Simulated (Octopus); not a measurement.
# PtSe2 (Sudovikovite) (P-3m1) in Octopus: a series of runs

One crystal, PtSe2 (Sudovikovite), is run at these levels: PBE; tasks: single point.

Everything below comes from runs of Octopus 16.4. Logs are shortened: lines on timing, memory, paths and dates and some standing lists are left out, and cuts for length are marked.

### 1 The structure

It takes space group P-3m1 (No. 164, trigonal). The conventional cell has a = 3.724 Å, b = 3.724 Å, c = 5.062 Å, α = 90.00°, β = 90.00°, γ = 120.00°. Pt (site symmetry -3m) is surrounded by 6 Se at 2.49 Å. Around Se (site symmetry 3m) lie 3 Pt at 2.49 Å.

### 2 Single point, PBE, 20.27 Å³/atom

File inp:

```
CalculationMode = gs
UnitsOutput = eV_Angstrom
PeriodicDimensions = 3
ExperimentalFeatures = yes
PseudopotentialSet = pseudodojo_pbe
%LatticeParameters
 1*angstrom | 1*angstrom | 1*angstrom
%
%LatticeVectors
 3.724 | 0 | 0
 -1.862 | 3.2250786037 | 0
 0 | 0 | 5.062
%
%ReducedCoordinates
 "Pt" | 0 | 0 | 0
 "Se" | 0.6666666667 | 0.3333333333 | 0.75
 "Se" | 0.3333333333 | 0.6666666667 | 0.25
%
%Spacing
 0.14323077*angstrom | 0.14323077*angstrom | 0.14061111*angstrom
%
DerivativesOrder = 8
%KPointsGrid
 5 | 5 | 3
%
KPointsUseSymmetries = yes
XCFunctional = gga_x_pbe + gga_c_pbe
SmearingFunction = fermi_dirac
Smearing = 0.05*eV
ExtraStates = 9
Eigensolver = chebyshev_filter
ConvRelDens = 1e-6
MaximumIter = 120
```

Potentials or basis: pseudodojo_pbe (PseudoDojo 0.5, PBE).

Run with:

```bash
> OMP_NUM_THREADS=1 octopus > out.log
```

out.log:

```text
Running octopus

[... 13 lines left out ...]

Input: [AllElectronType = no]
Input: [PseudopotentialSet = pseudodojo_pbe]
Reading Coordinates from ReducedCoordinates block

****************************** Species *******************************
  Species 'Pt'
    type             : pseudopotential
    file             : 'Pt.upf'
    file format      : UPF2
    valence charge   : 18.0
    atomic number    :  78
    form on file     : kleinman-bylander
    lmax             : 3
    llocal           : -1
    projectors per l : 2
    total projectors : 8
    application form : kleinman-bylander
    orbitals         : 10
    bound orbitals   : 10

  Species 'Se'
    type             : pseudopotential
    file             : 'Se.upf'
    file format      : UPF2
    valence charge   : 16.0
    atomic number    :  34
    form on file     : kleinman-bylander
    lmax             : 2
    llocal           : -1
    projectors per l : 2
    total projectors : 6
    application form : kleinman-bylander
    orbitals         :  9
    bound orbitals   :  9

**********************************************************************

***************************** Symmetries *****************************
Space group No.  164
International: P-3m1
Schoenflies: D3d^3
Info: The system has    12 symmorphic symmetries that can be used.
  Index                Rotation matrix                      Fractional translations
    1 :     1   0   0     0   1   0     0   0   1      0.000000    0.000000    0.000000
    2 :    -1   0   0     0  -1   0     0   0  -1      0.000000    0.000000    0.000000
    3 :     0   1   0    -1  -1   0     0   0   1      0.000000    0.000000    0.000000
    4 :     0  -1   0     1   1   0     0   0  -1      0.000000    0.000000    0.000000
    5 :    -1  -1   0     1   0   0     0   0   1      0.000000    0.000000    0.000000
    6 :     1   1   0    -1   0   0     0   0  -1      0.000000    0.000000    0.000000
    7 :     0   1   0     1   0   0     0   0  -1      0.000000    0.000000    0.000000
    8 :     0  -1   0    -1   0   0     0   0   1      0.000000    0.000000    0.000000
    9 :     1   0   0    -1  -1   0     0   0  -1      0.000000    0.000000    0.000000
   10 :    -1   0   0     1   1   0     0   0   1      0.000000    0.000000    0.000000
   11 :    -1  -1   0     0   1   0     0   0  -1      0.000000    0.000000    0.000000
   12 :     1   1   0     0  -1   0     0   0   1      0.000000    0.000000    0.000000
Info: The system also has     0 nonsymmorphic symmetries (not used for electrons).
**********************************************************************

Input: [CurvMethod = curv_affine]
Input: [DerivativesStencil = stencil_stargeneral]

****************************** Lattice *******************************
  Lattice Vectors [A]
    3.724000    0.000000    0.000000
   -1.862000    3.225079    0.000000
    0.000000    0.000000    5.062000
  Cell volume =            60.7956 [A^3]
  Reciprocal-Lattice Vectors [A^-1]
    1.687214    0.974114   -0.000000
    0.000000    1.948227    0.000000
    0.000000   -0.000000    1.241246
  Cell angles [degree]
    alpha =   90.000
    beta  =   90.000
    gamma =  120.000
**********************************************************************

Checking if the generated full k-point grid is symmetric

    12 k-points generated from parameters :
 ---------------------------------------------------
    n =    5    5    3

    s1  =  0.50  0.50  0.50

   index |      weight  |             coordinates              |
       1 |     0.013333 |    0.000000    0.000000    0.000000  |
       2 |     0.080000 |    0.200000    0.000000    0.000000  |
       3 |     0.026667 |    0.000000    0.000000    0.333333  |
       4 |     0.080000 |    0.200000    0.200000    0.000000  |
       5 |     0.080000 |    0.200000    0.000000    0.333333  |
       6 |     0.080000 |    0.000000    0.200000    0.333333  |
       7 |     0.160000 |    0.200000    0.200000    0.333333  |
       8 |     0.080000 |    0.400000    0.000000    0.000000  |
       9 |     0.080000 |    0.400000    0.200000    0.000000  |
      10 |     0.080000 |    0.400000    0.000000    0.333333  |
      11 |     0.080000 |   -0.400000    0.000000    0.333333  |
      12 |     0.160000 |    0.400000    0.200000    0.333333  |

Input: [SmearingFunction = fermi_dirac]
Input: [SymmetrizeDensity = yes]

******************************* States *******************************
Total electronic charge  =       50.000
Number of states         =       34
States block-size        =        4
**********************************************************************
[... 5 lines left out ...]
Simulation Box:
  Type = parallelepiped
  Lengths [A] = (   3.724,   3.724,   5.062)
Main mesh:
  Spacing [A] = ( 0.143, 0.143, 0.141)    volume/point [A^3] =      0.00250
  # inner mesh =      24336
  # total mesh =      70896
[... 70 lines left out ...]
   1   --   -92.120575       2.000000
   2   --   -46.463711       2.000000
   3   --   -46.463586       2.000000
   4   --   -46.388206       2.000000
   5   --   -43.007879       2.000000
   6   --   -43.004662       2.000000
[... 20 lines left out ...]
  27   --     7.896076       2.000000
  28   --    11.336491       0.005137
#k =       2, k = (  0.200000,  0.000000,  0.000000)
   1   --   -92.069101       2.000000
   2   --   -46.408019       2.000000
   3   --   -46.335791       2.000000
   4   --   -46.080244       2.000000
   5   --   -41.928029       2.000000
   6   --   -41.927039       2.000000
[... 20 lines left out ...]
  27   --     9.366939       2.000000
  28   --    13.432045       0.000000
[... 10 further k-points ...]
Fermi energy =    11.038393 eV
Generating random wavefunctions for states       29 and above
Orthogonalizing wavefunctions.
Info: Ground-state restart information will be written to 'restart/gs'.
Info: SCF using complex wavefunctions.
Info: Starting SCF iteration.

** Warning:
**   Symmetrization discrepancy ratio (scalar) =  2.05576E-02

*********************** SCF CYCLE ITER #    1 ************************
 etot  = -1.00842827E+04 abs_ev   =  2.42E+02 rel_ev   =  1.83E-01
 ediff =        3.71E+02 abs_dens =  2.42E+00 rel_dens =  4.84E-02
Matrix vector products: 300
Converged eigenvectors: 0

#  State  KPoint  Eigenvalue [eV]  Occupation    Error
      1       1      -92.121928    2.000000   ( 2.6E-07)
      1       3      -92.121928    2.000000   ( 1.1E-06)
      1       2      -92.121862    2.000000   ( 1.2E-06)
      1       6      -92.121862    2.000000   ( 1.8E-06)
      1       5      -92.121862    2.000000   ( 2.7E-06)
      1       4      -92.121776    2.000000   ( 3.9E-06)
      1       7      -92.121776    2.000000   ( 5.6E-06)
      1       8      -92.121756    2.000000   ( 5.7E-06)

  [output of 283 eigenvalues skipped: maximum error = 2.4E-02]
[... 21 lines left out ...]
     34       7       19.049876    0.000000   ( 1.4E-01)
     34      10       19.137219    0.000000   ( 1.1E-01)
     34       8       19.159963    0.000000   ( 1.2E-01)
     34       1       19.184030    0.000000   ( 1.1E-01)
     34       4       19.260319    0.000000   ( 1.2E-01)
     33       9       19.577084    0.000000   ( 1.2E-01)
     34      12       21.465017    0.000000   ( 1.3E-01)
     34       9       21.472341    0.000000   ( 1.4E-01)

Density of states:

------------------------------%---------------------------------------
------------------------------%---------------------------------------
------------------------------%---------------------------------------
------------------------------%---------------------------------------
------------------------------%---------------------------------------
------------------------------%---------------------------------------
------------------------------%---------------------------------------
----------------------------%-%---------------------------%-----------
----------------------------%-%--------------------%----%%%-----------
%---------------------------%-%--------------------%---%%%%%%%-%%%%%%-
                                                            ^

Fermi energy =     6.156756 eV

**********************************************************************

*********************** SCF CYCLE ITER #    2 ************************
 etot  = -1.01793345E+04 abs_ev   =  2.10E+01 rel_ev   =  1.56E-02
 ediff =        3.49E+00 abs_dens =  1.61E+00 rel_dens =  3.21E-02
Matrix vector products: 300
Converged eigenvectors: 0
[... 139 lines left out ...]
*********************** SCF CYCLE ITER #   14 ************************
 etot  = -1.01527430E+04 abs_ev   =  4.58E-04 rel_ev   =  3.41E-07
 ediff =        2.94E-05 abs_dens =  9.40E-06 rel_dens =  1.88E-07
Matrix vector products: 300
Converged eigenvectors: 151

#  State  KPoint  Eigenvalue [eV]  Occupation    Error
      1       1      -93.993360    2.000000   ( 5.9E-08)
      1       3      -93.993360    2.000000   ( 3.4E-08)
      1       2      -93.993301    2.000000   ( 3.2E-08)
      1       6      -93.993301    2.000000   ( 3.3E-08)
      1       5      -93.993301    2.000000   ( 3.1E-08)
      1       4      -93.993224    2.000000   ( 5.7E-08)
      1       7      -93.993224    2.000000   ( 3.0E-08)
      1       8      -93.993206    2.000000   ( 5.6E-08)

  [output of 283 eigenvalues skipped: maximum error = 3.2E-07]
[... 21 lines left out ...]
     32       1       17.534342    0.000000   ( 6.4E-03)
     33       1       18.145384    0.000000   ( 4.3E-02)
     34       8       18.180449    0.000000   ( 5.2E-02)
     34       4       18.193931    0.000000   ( 1.8E-02)
     34      11       18.194379    0.000000   ( 3.5E-02)
     34       9       18.197985    0.000000   ( 4.9E-02)
     34       1       18.420323    0.000000   ( 4.3E-02)
     34      10       18.524720    0.000000   ( 4.3E-02)

Density of states:

-------------------------------%--------------------------------------
-------------------------------%--------------------------------------
-------------------------------%--------------------------------------
-------------------------------%--------------------------------------
-------------------------------%--------------------------------------
-------------------------------%--------------------------------------
-------------------------------%--------------------------------------
----------------------------%--%--------------------------------------
----------------------------%--%-------------------------%%%%-%---%%--
%---------------------------%--%--------------------%%---%%%%%%-%%%%%-
                                                             ^

Fermi energy =     5.846609 eV

**********************************************************************

Info: SCF converged in   14 iterations

** Warning:
**   Some of the states are not fully converged!

Info: Number of matrix-vector products:       4200
Info: Finished writing information to 'restart/gs'.

Octopus emitted 18 warnings.
```

Run time: 2 min. Hardware: 1 thread of Intel Xeon 6975P-C (Granite Rapids), shared host; peak memory 0.53 GiB.

Results:

```
Free energy            : -10152.7470 eV
Largest force          : 0.516 eV/Å
Band gap on the k mesh : none (metal or under the smearing width)
```

Caveat: the k mesh is coarse (spacing up to 0.41 Å⁻¹), so the values aren't converged.

### 3 Single point, PBE, 20.27 Å³/atom

inp: that of step 2 with these lines changed.

```diff
@@ -4,3 +4,3 @@
 ExperimentalFeatures = yes
-PseudopotentialSet = pseudodojo_pbe
+PseudopotentialSet = sg15
 %LatticeParameters
@@ -30,4 +30,5 @@
 ExtraStates = 9
-Eigensolver = chebyshev_filter
+Eigensolver = rmmdiis
 ConvRelDens = 1e-6
 MaximumIter = 120
+SCFCalculateStress = yes
```

Potentials or basis: sg15 (PBE).

Run with:

```bash
> OMP_NUM_THREADS=1 octopus > out.log
```

Run time: 4.3 min. Hardware: 1 thread of Intel Xeon 6975P-C (Granite Rapids), shared host; peak memory 0.41 GiB.

Results (log left out):

| Item | Value |
| --- | --- |
| Free energy | -3816.6582 eV |
| Pressure | 7.4 GPa |
| Largest force | 0.544 eV/Å |
| Band gap on the k mesh | none (metal or under the smearing width) |

Caveat: the k mesh is coarse (spacing up to 0.41 Å⁻¹), so the values aren't converged.

### 4 Single point, PBE, 20.27 Å³/atom

inp: that of step 3 with these lines changed.

```diff
@@ -4,3 +4,3 @@
 ExperimentalFeatures = yes
-PseudopotentialSet = sg15
+PseudopotentialSet = pseudodojo_pbesol
 %LatticeParameters
@@ -30,5 +30,4 @@
 ExtraStates = 9
-Eigensolver = rmmdiis
+Eigensolver = chebyshev_filter
 ConvRelDens = 1e-6
 MaximumIter = 120
-SCFCalculateStress = yes
```

Potentials or basis: pseudodojo_pbesol (PseudoDojo 0.4, PBEsol).

Run with:

```bash
> OMP_NUM_THREADS=1 octopus > out.log
```

Wall time 2 min (1 thread of Intel Xeon 6975P-C (Granite Rapids), shared host); peak memory 0.53 GiB.

It converged, with:

```yaml
Free_energy: -10162.1758 eV
Largest_force: 0.522 eV/Å
Band_gap_on_the_k_mesh: none (metal or under the smearing width)
```

Caveat: the k mesh is coarse (spacing up to 0.41 Å⁻¹), so the values aren't converged; the potentials were made for another functional, which shifts forces and pressure.

### 5 Single point, PBE, 20.27 Å³/atom

inp: that of step 4 with these lines changed.

```diff
@@ -4,3 +4,3 @@
 ExperimentalFeatures = yes
-PseudopotentialSet = pseudodojo_pbesol
+PseudopotentialSet = pseudodojo_lda
 %LatticeParameters
```

Potentials or basis: pseudodojo_lda (PseudoDojo 0.4, LDA).

Run with:

```bash
> OMP_NUM_THREADS=1 octopus > out.log
```

Wall time 2 min (1 thread of Intel Xeon 6975P-C (Granite Rapids), shared host); peak memory 0.53 GiB.

The run converged. Its results:

```
Free energy            : -10176.0578 eV
Largest force          : 0.565 eV/Å
Band gap on the k mesh : none (metal or under the smearing width)
```

Caveat: the k mesh is coarse (spacing up to 0.41 Å⁻¹), so the values aren't converged; the potentials were made for another functional, which shifts forces and pressure.

### 6 Single point, PBE, 20.27 Å³/atom

inp: that of step 5 with these lines changed.

```diff
@@ -4,3 +4,3 @@
 ExperimentalFeatures = yes
-PseudopotentialSet = pseudodojo_lda
+PseudopotentialSet = hgh_lda
 %LatticeParameters
@@ -33 +33,2 @@
 MaximumIter = 120
+SCFCalculateStress = yes
```

Potentials or basis: hgh_lda (LDA).

Run with:

```bash
> OMP_NUM_THREADS=1 octopus > out.log
```

Run time: 1.8 min. Hardware: 1 thread of Intel Xeon 6975P-C (Granite Rapids), shared host; peak memory 0.37 GiB.

It converged, with:

* Free energy: -1236.7939 eV
* Pressure: 5.2 GPa
* Largest force: 0.377 eV/Å
* Band gap on the k mesh: none (metal or under the smearing width)

Caveat: the k mesh is coarse (spacing up to 0.41 Å⁻¹), so the values aren't converged; this is an older set of potentials, less accurate than current ones; the potentials were made for another functional, which shifts forces and pressure.

### 7 Single point, PBE, 20.27 Å³/atom (strain along z of 0)

inp: that of step 6 with these lines changed.

```diff
@@ -4,3 +4,3 @@
 ExperimentalFeatures = yes
-PseudopotentialSet = hgh_lda
+PseudopotentialSet = sg15
 %LatticeParameters
@@ -10,3 +10,3 @@
  3.724 | 0 | 0
- -1.862 | 3.2250786037 | 0
+ -1.862 | 3.2250786 | 0
  0 | 0 | 5.062
@@ -30,3 +30,3 @@
 ExtraStates = 9
-Eigensolver = chebyshev_filter
+Eigensolver = rmmdiis
 ConvRelDens = 1e-6
@@ -34 +34,6 @@
 SCFCalculateStress = yes
+%Output
+ density | cube
+ elf | cube
+ potential | cube
+%
```

Potentials or basis: sg15 (PBE).

Run with:

```bash
> OMP_NUM_THREADS=1 octopus > out.log
```

Run time: 6.4 min. Hardware: 1 thread of Arm Neoverse V1, shared host; peak memory 0.41 GiB.

Results (log left out):

```yaml
Free_energy: -3816.6582 eV
Pressure: 7.4 GPa
Largest_force: 0.544 eV/Å
Band_gap_on_the_k_mesh: none (metal or under the smearing width)
```

Caveat: the k mesh is coarse (spacing up to 0.41 Å⁻¹), so the values aren't converged.

### 8 Single point, PBE, 19.66 Å³/atom (strain along z of -0.03)

inp: that of step 7 with these lines changed.

```diff
@@ -11,3 +11,3 @@
  -1.862 | 3.2250786 | 0
- 0 | 0 | 5.062
+ 0 | 0 | 4.91014
 %
@@ -19,3 +19,3 @@
 %Spacing
- 0.14323077*angstrom | 0.14323077*angstrom | 0.14061111*angstrom
+ 0.14323077*angstrom | 0.14323077*angstrom | 0.13639278*angstrom
 %
@@ -34,6 +34 @@
 SCFCalculateStress = yes
-%Output
- density | cube
- elf | cube
- potential | cube
-%
```

Run with:

```bash
> OMP_NUM_THREADS=1 octopus > out.log
```

It took 6.5 min on 1 thread of Arm Neoverse V1, shared host; peak memory 0.41 GiB.

Results (log left out):

```
Free energy            : -3816.5719 eV
Pressure               : 11.0 GPa
Largest force          : 0.962 eV/Å
Band gap on the k mesh : none (metal or under the smearing width)
```

Caveat: the k mesh is coarse (spacing up to 0.43 Å⁻¹), so the values aren't converged.

### 9 Single point, PBE, 20.87 Å³/atom (strain along z of 0.03)

inp: that of step 8 with these lines changed.

```diff
@@ -11,3 +11,3 @@
  -1.862 | 3.2250786 | 0
- 0 | 0 | 4.91014
+ 0 | 0 | 5.21386
 %
@@ -19,3 +19,3 @@
 %Spacing
- 0.14323077*angstrom | 0.14323077*angstrom | 0.13639278*angstrom
+ 0.14323077*angstrom | 0.14323077*angstrom | 0.14482944*angstrom
 %
@@ -34 +34,6 @@
 SCFCalculateStress = yes
+%Output
+ density | cube
+ elf | cube
+ potential | cube
+%
```

Potentials or basis: sg15 (PBE).

Run with:

```bash
> OMP_NUM_THREADS=1 octopus > out.log
```

It took 6.4 min on 1 thread of Arm Neoverse V1, shared host; peak memory 0.41 GiB.

Results (log left out):

```
Free energy            : -3816.7010 eV
Pressure               : 4.2 GPa
Largest force          : 0.132 eV/Å
Band gap on the k mesh : none (metal or under the smearing width)
```

Caveat: the k mesh is coarse (spacing up to 0.40 Å⁻¹), so the values aren't converged.

### 10 Single point, PBE, 19.96 Å³/atom (strain along z of -0.015)

inp: that of step 9 with these lines changed.

```diff
@@ -11,3 +11,3 @@
  -1.862 | 3.2250786 | 0
- 0 | 0 | 5.21386
+ 0 | 0 | 4.98607
 %
@@ -19,3 +19,3 @@
 %Spacing
- 0.14323077*angstrom | 0.14323077*angstrom | 0.14482944*angstrom
+ 0.14323077*angstrom | 0.14323077*angstrom | 0.13850194*angstrom
 %
```

Run with:

```bash
> OMP_NUM_THREADS=1 octopus > out.log
```

Run time: 7.8 min. Hardware: 1 thread of Arm Neoverse V1, shared host; peak memory 0.41 GiB.

It converged, with:

- Free energy: -3816.6211 eV
- Pressure: 9.1 GPa
- Largest force: 0.752 eV/Å
- Band gap on the k mesh: none (metal or under the smearing width)

Caveat: the k mesh is coarse (spacing up to 0.42 Å⁻¹), so the values aren't converged.

### 11 Single point, PBE, 20.57 Å³/atom (strain along z of 0.015)

inp: that of step 10 with these lines changed.

```diff
@@ -11,3 +11,3 @@
  -1.862 | 3.2250786 | 0
- 0 | 0 | 4.98607
+ 0 | 0 | 5.13793
 %
@@ -19,3 +19,3 @@
 %Spacing
- 0.14323077*angstrom | 0.14323077*angstrom | 0.13850194*angstrom
+ 0.14323077*angstrom | 0.14323077*angstrom | 0.14272028*angstrom
 %
@@ -34,6 +34 @@
 SCFCalculateStress = yes
-%Output
- density | cube
- elf | cube
- potential | cube
-%
```

Run with:

```bash
> OMP_NUM_THREADS=1 octopus > out.log
```

Wall time 6.3 min (1 thread of Arm Neoverse V1, shared host); peak memory 0.41 GiB.

The run converged. Its results:

```
Free energy            : -3816.6852 eV
Pressure               : 5.7 GPa
Largest force          : 0.338 eV/Å
Band gap on the k mesh : none (metal or under the smearing width)
```

Caveat: the k mesh is coarse (spacing up to 0.41 Å⁻¹), so the values aren't converged.
